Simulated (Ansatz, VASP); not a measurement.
# Two plane-wave programs on MgO

Contents of POSCAR:

```
MgO
1.0
    2.5837245600      0.0000000000      0.0000000000
    0.0000000000      2.5837245600      0.0000000000
    0.0000000000      0.0000000000      2.5837245600
Mg O
1 1
Direct
    0.0000000000      0.0000000000      0.0000000000
    0.5000000000      0.5000000000      0.5000000000
```

The input INCAR.step1:

```
PREC = Accurate
ENCUT = 600
ISMEAR = 0
SIGMA = 0.02
LREAL = False
LASPH = True
NELM = 60
GGA = PE
ALGO = Normal
EDIFF = 1E-4
LWAVE = True
LCHARG = False
```

INCAR.step2

```
PREC = Accurate
ENCUT = 600
EDIFF = 1E-7
ISMEAR = 0
SIGMA = 0.02
LREAL = False
LASPH = True
NELM = 60
ALGO = Normal
ISIF = 3
LWAVE = False
LCHARG = False
METAGGA = R2SCAN
LMIXTAU = True
IBRION = 2
NSW = 100
EDIFFG = -0.005
ISTART = 1
```

The input KPOINTS:

```
Automatic mesh
0
Gamma
  10 10 10
```

Input for Ansatz:

```yaml
crystal:
  lattice:
    - [2.58372456, 0.0, 0.0]
    - [0.0, 2.58372456, 0.0]
    - [0.0, 0.0, 2.58372456]
  atoms:
    - { symbol: Mg, position: [0.0, 0.0, 0.0] }
    - { symbol: O, position: [0.5, 0.5, 0.5] }
basis:
  ecutwfc: 500
kpoints:
  mp_grid: { grid: [10, 10, 10] }
hamiltonian:
  xc: r2scan
scf:
  occupations: { method: gaussian, width: 0.02 }
output:
  forces: true
  stress: true
  eigenvalues: true
relax:
  adjacent_minimum: "off"
  f_tol: 0.005
  max_steps: 80
  cell: { stress_tol: 0.05 }
```

The cell was built by a generator and needn't be a form met in nature.

Alike in both runs: task relaxation of cell and atoms; functional r2SCAN; k mesh 10 × 10 × 10; occupations gaussian, width 0.02 eV; no spin polarisation.

|  | VASP | Ansatz |
| --- | --- | --- |
| version | VASP 6.6.1 | Ansatz 0.2.0 |
| potentials or method | VASP PAW PBE potentials, release 64 (Mg, O) | scalar-relativistic, plane waves, PAW |
| plane-wave cutoff (eV) | 600 | 500 |
| valence electrons in the cell | 8 | 16 |

|  | VASP | Ansatz | Ansatz less VASP |
| --- | --- | --- | --- |
| gap on the k mesh at the Fermi level, each at its own relaxed structure (eV) | 3.53 | 3.49 | -0.044 |
| relaxed volume (Å³/atom) | 8.95 | 9.03 | +0.077 |
| relaxed cell length with the largest relative difference (Å) | 2.616 | 2.623 | +0.0075 |
| energy change over the relaxation (meV/atom) | -6 | -10 | -3.3 |

The two sets of potentials don't hold the same shells in valence.

Caveats: the PAW data sets were made with another functional, which shifts forces and pressure a little (VASP). A k mesh can miss the band edges. r2SCAN opens gaps a little over a GGA but as a rule still falls short of measured ones.
